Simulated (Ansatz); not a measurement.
The system is MnO.

```
CELL_PARAMETERS angstrom
0.00000 2.22391 2.22391
2.22391 0.00000 2.22391
2.22391 2.22391 0.00000
ATOMIC_POSITIONS crystal
Mn 0.00000 0.00000 0.00000
O 0.50000 0.50000 0.50000
```

The cell is a database's computed one.

Base run:

| Property | Result |
| --- | --- |
| Program | Ansatz 0.2.0 |
| Functional | PBE |
| Potentials or basis | Ansatz PAW |
| Cutoff | 420 eV (not typed: the program's choice for these potentials) |
| k mesh | 10 × 10 × 10 |
| Occupations | fermi-dirac, width 0.05 eV |
| Spin | collinear spin, ferromagnetic start |
| Starting moments | [4.0, 0.0] μB |

Its results: band gap on the k mesh none (metal or under the smearing width); pressure 0.1 GPa; net moment 4.79 μB per cell; site moments Mn +4.06; O +0.24 μB.

Q: The run is repeated on the same cell with these changes: functional from PBE to rPW86-PBE. What comes out?

A: Band gap on the k mesh none (metal or under the smearing width); pressure 4.2 GPa; net moment 4.72 μB per cell; site moments Mn +4.01; O +0.24 μB.

Caveats: a cell with one magnetic atom can't hold antiferromagnetic order, which such compounds often take; semilocal functionals often make such compounds metallic where correlation or magnetic order opens a gap, which also shifts bond lengths; the PAW data sets come from PBE, with cores solved anew for the run's functional, which leaves a small shift of forces and pressure (some runs).
